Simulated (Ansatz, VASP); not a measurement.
# Mo (linear Mo chain) in two plane-wave programs, part 2 of 2

Aim: how closely do two programs agree when they are given the same cell, functional and k mesh? The structure shown is the end of the Ansatz relaxation below.

VASP 6.6.1 and Ansatz 0.2.0.

So far: Starting point; Ansatz: relaxation, PBEsol.

### 3. VASP: single point, PBEsol

Level of this step: PBEsol, zero-moment start; plane waves and PAW (Mo_sv) (VASP).

The same cell, functional, mesh and smearing now go to VASP, with its own data sets.

Lines of VASP's logs that name or quote its potential files are left out, and so is its time.

The input, INCAR:

```
SYSTEM = Mo
PREC = Accurate
ENCUT = 500
EDIFF = 1E-06
NELM = 200
ISMEAR = -1
SIGMA = 0.05
LREAL = .FALSE.
ALGO = Normal
GGA = PS
NBANDS = 13
ISPIN = 2
MAGMOM = 0
LASPH = .TRUE.
LMAXMIX = 4
LORBIT = 11
LWAVE = .FALSE.
LCHARG = .FALSE.
ISIF = 2
GGA_COMPAT = .FALSE.
```

The input, POSCAR:

```
Mo
1.0
    7.5000000000      0.0000000000      0.0000000000
    0.0000000000      7.5000000000      0.0000000000
    0.0000000000      0.0000000000      2.1830441354
Mo
1
Direct
    0.5000000000      0.5000000000      0.0000000000
```

The input, KPOINTS:

```
Automatic mesh
0
Gamma
1 1 28
0 0 0
```

Potentials, in the order of the species: Mo_sv (PBE family, release 64).

On the command line:

```sh
$ mpirun -np 1 vasp_std
```

Numbers of over 12 decimals in the logs are rounded to 6 here.

Log:

```text
[banner, memory and clock lines left out]
running    1 mpi-ranks, on    1 nodes
 distrk:  each k-point on    1 cores,    1 groups
 distr:  one band on    1 cores,    1 groups

 POSCAR found type information on POSCAR Mo
 POSCAR found :  1 types and       1 ions
|                                                                             |
|               ----> ADVICE to this user running VASP <----                  |
|                                                                             |
|     You enforced a specific xc type in the INCAR file but a different       |
|     [... a line on the potential file left out ...]
|     I HOPE YOU KNOW WHAT YOU ARE DOING!                                     |
|                                                                             |

 LDA part: xc-table for (Slater+PW92), standard interpolation
 POSCAR, INCAR and KPOINTS ok, starting setup
 FFT: planning ... GRIDC
 FFT: planning ... GRID_SOFT
 FFT: planning ... GRID
 WAVECAR not read
 entering main loop
       N       E                     dE             d eps       ncg     rms          rms(c)
DAV:   1     0.537994628338E+02    0.53799E+02   -0.84387E+03  1164   0.801E+02
DAV:   2    -0.475471951887E+01   -0.58554E+02   -0.54609E+02   966   0.184E+02
DAV:   3    -0.704286168801E+01   -0.22881E+01   -0.20076E+01   970   0.267E+01
DAV:   4    -0.709229015639E+01   -0.49428E-01   -0.49239E-01   865   0.334E+00
DAV:   5    -0.709340144291E+01   -0.11113E-02   -0.11112E-02   906   0.435E-01    0.134E+01
DAV:   6    -0.682234613688E+01    0.27106E+00   -0.16318E-01   800   0.398E+00    0.729E+00
DAV:   7    -0.675031922474E+01    0.72027E-01   -0.23774E-01   800   0.420E+00    0.550E-01
DAV:   8    -0.674529240788E+01    0.50268E-02   -0.78119E-03   790   0.925E-01    0.203E-01
DAV:   9    -0.674529084469E+01    0.15632E-05   -0.59512E-04   875   0.183E-01    0.479E-02
DAV:  10    -0.674563154806E+01   -0.34070E-03   -0.13546E-04   800   0.779E-02    0.433E-02
DAV:  11    -0.674598008595E+01   -0.34854E-03   -0.14296E-04   800   0.601E-02    0.147E-02
DAV:  12    -0.674608367407E+01   -0.10359E-03   -0.23269E-05   857   0.237E-02    0.111E-02
DAV:  13    -0.674616878571E+01   -0.85112E-04   -0.33843E-05   780   0.260E-02    0.507E-03
DAV:  14    -0.674617761115E+01   -0.88254E-05   -0.28283E-06   678   0.104E-02    0.190E-03
DAV:  15    -0.674618218225E+01   -0.45711E-05   -0.35720E-06   668   0.866E-03    0.116E-03
DAV:  16    -0.674618242322E+01   -0.24097E-06   -0.20133E-07   600   0.244E-03
   1 F= -.67461824E+01 E0= -.67361527E+01  d E =-.200594E-01  mag=    -0.0000
```

OUTCAR, selected parts (step 3):

```text
ion  position               nearest neighbor table
   1  0.500  0.500  0.000-

  LATTYP: Found a simple tetragonal cell.
 ALAT       =     7.5000000000
 C/A-ratio  =     0.2910725514

 Subroutine GETGRP returns: Found 16 space group operations
 (whereof 16 operations were pure point group operations)

The static configuration has the point symmetry D_4h.

 Found     15 irreducible k-points:

   k-points           NKPTS =     15   k-points in BZ     NKDIM =     15   number of bands    NBANDS=     13

   dimension x,y,z NGX =    56 NGY =   56 NGZ =   16
   dimension x,y,z NGXF=   112 NGYF=  112 NGZF=   32

   ENCUT  =  500.0 eV  36.75 Ry    6.06 a.u.  13.67 13.67  3.98*2*pi/ulx,y,z

   NELECT =      14.0000    total number of electrons

 k-points in reciprocal lattice and weights: Automatic mesh
   0.00000000  0.00000000  0.00000000       0.036
   0.00000000  0.00000000  0.03571429       0.071
   0.00000000  0.00000000  0.07142857       0.071
   0.00000000  0.00000000  0.10714286       0.071
   0.00000000  0.00000000  0.14285714       0.071
   0.00000000  0.00000000  0.17857143       0.071
   0.00000000  0.00000000  0.21428571       0.071
   0.00000000  0.00000000  0.25000000       0.071
   0.00000000  0.00000000  0.28571429       0.071
[...]
0.00000000  0.00000000  0.46428571       0.071
   0.00000000  0.00000000  0.50000000       0.036

 average (electrostatic) potential at core
       1 -83.4660

 E-fermi :  -2.5034

 spin component 1
 k-point     1 :       0.0000    0.0000    0.0000
  band No.  band energies     occupation
    ...
      4     -34.7265      1.00000
      5      -6.9501      1.00000
      6      -3.9923      1.00000
      7      -3.4549      1.00000
      8      -3.4340      1.00000
      9      -0.1435      0.00000
     10      -0.1435      0.00000
     11       2.0253      0.00000
     12       2.9822      0.00000
     13       2.9822      0.00000

 k-point     2 :       0.0000    0.0000    0.0357
  band No.  band energies     occupation
    ...
      4     -34.8057      1.00000
      5      -6.8045      1.00000
      6      -3.9523      1.00000
      7      -3.4299      1.00000
      8      -3.4091      1.00000
      9      -0.1800      0.00000
     10      -0.1800      0.00000
     11       2.0652      0.00000
     12       2.8529      0.00000
     13       2.8529      0.00000

 k-point     3 :       0.0000    0.0000    0.0714
  band No.  band energies     occupation
    ...
      4     -35.0359      1.00000
      5      -6.3773      1.00000
      6      -3.8307      1.00000
      7      -3.3552      1.00000
      8      -3.3351      1.00000
      9      -0.3181      0.00000
     10      -0.3181      0.00000
     11       2.1849      0.00000
     12       2.5682      0.00000
     13       2.5682      0.00000

 k-point     4 :       0.0000    0.0000    0.1071
  band No.  band energies     occupation
    ...
      4     -35.3976      1.00000
      5      -5.6987      1.00000
      6      -3.6211      1.00000
      7      -3.2326      1.00000
      8      -3.2135      1.00000
      9      -0.6269      0.00000
     10      -0.6269      0.00000
     11       2.3278      0.00000
     12       2.3278      0.00000
     13       2.3847      0.00000

 k-point     5 :       0.0000    0.0000    0.1429
  band No.  band energies     occupation
    ...
      4     -35.8623      1.00000
      5      -4.8260      1.00000
      6      -3.3016      1.00000
      7      -3.0651      0.99999
      8      -3.0473      0.99998
      9      -1.1437      0.00000
     10      -1.1437      0.00000
     11       2.2701      0.00000
     12       2.2701      0.00000
     13       2.6650      0.00000

 k-point     6 :       0.0000    0.0000    0.1786
  band No.  band energies     occupation
    ...
      4     -36.3975      1.00000
      5      -3.8870      1.00000
      6      -2.8570      0.99915
      7      -2.8409      0.99883
      8      -2.7888      0.99669
      9      -1.8175      0.00000
     10      -1.8175      0.00000
     11       2.4125      0.00000
     12       2.4125      0.00000
     13       3.0267      0.00000

  Total       -0.2195979     -0.2195979      0.3782237      0.0000000     -0.0000000     -0.0000000
  in kB       -2.8651919     -2.8651919      4.9348541      0.0000000     -0.0000000     -0.0000000
  external PRESSURE =      -0.2651766 kB  Pullay stress =       0.0000000 kB

  energy-cutoff  :      500.00
  volume of cell :      122.80
      direct lattice vectors                 reciprocal lattice vectors
     7.500000000  0.000000000  0.000000000     0.133333333  0.000000000  0.000000000
     0.000000000  7.500000000  0.000000000     0.000000000  0.133333333  0.000000000
     0.000000000  0.000000000  2.183044135     0.000000000  0.000000000  0.458075943

 POSITION                                       TOTAL-FORCE (eV/Angst)
 -----------------------------------------------------------------------------------
      3.75000      3.75000      0.00000         0.000000      0.000000      0.000000
 -----------------------------------------------------------------------------------
    total drift:                                0.000000      0.000000      0.000000

  FREE ENERGIE OF THE ION-ELECTRON SYSTEM (eV)
  ---------------------------------------------------
  free  energy   TOTEN  =        -6.7461824232 eV

  energy  without entropy=       -6.7261230020  energy(sigma->0) =       -6.73615271

 total charge
# of ion       s       p       d       tot
------------------------------------------
    1        2.357   6.032   4.401  12.791

 magnetization (x)
# of ion       s       p       d       tot
------------------------------------------
    1        0.000   0.000  -0.000  -0.000

[... 6 further parts left out ...]
```

### 4. Differences

Known differences besides the potentials themselves: the cutoff is 420 eV in Ansatz and 500 eV in VASP; Ansatz makes its cores anew for this functional, VASP keeps those of its PBE data sets; Ansatz's pressure holds a Pulay correction, VASP's none. Total energies have different zeros and are not compared.

Compared:

```csv
quantity,Ansatz,VASP,difference
pressure (GPa),-0.18,-0.03,-0.16
```

### 5. Summary of results

```yaml
difference_in_pressure_single_point_pbesol: -0.16 GPa
```

**Reading.** The difference in pressure is -0.16 GPa (single point, PBEsol), within the 1 GPa picked in this series as the mark of a large difference. How closely two codes agree says nothing of how well the functional describes the real material.

[Lines on the potential files, build, host, timing and source positions are cut from VASP's logs without a mark.]

[Logs are printed without paths, hosts, clocks, repeated set-up lines and the standing remarks that a program may print on its own settings, such as how far it seeks lower states.]

[Hosts, paths, dates, database ids (printed as entryN), source tags and the programs' standing remarks are cut or masked in the printed files.]
